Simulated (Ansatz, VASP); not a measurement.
# One calculation of BN, two programs

```
B N
1.0
     0.00000    1.79034    1.79034
     1.79034    0.00000    1.79034
     1.79034    1.79034    0.00000
B N
1 1
Direct
  0.00000 0.00000 0.00000
  0.25000 0.25000 0.25000
```

Alike in both runs: functional LDA; k mesh 10 × 10 × 10; no spin polarisation.

Ansatz relaxed the structure, and its values are those at the end. VASP's run is a single point on that final structure, the one shown.

|  | VASP | Ansatz |
| --- | --- | --- |
| version | VASP 6.6.1 | Ansatz 0.2.0 |
| potentials or method | VASP PAW LDA potentials, release 64 (B, N) | scalar-relativistic, plane waves, PAW |
| plane-wave cutoff (eV) | 520 | 600 |
| occupations | gaussian, width 0.01 eV | fixed |
| valence electrons in the cell | 8 | 8 |

```tsv
	VASP	Ansatz	Ansatz less VASP
gap on the k mesh at the Fermi level (eV)	4.38	4.39	+0.016
least direct gap on the mesh (eV)	8.82	8.83	+0.013
pressure (GPa)	1.0	0.0	-0.97
```

A k mesh can miss the band edges.
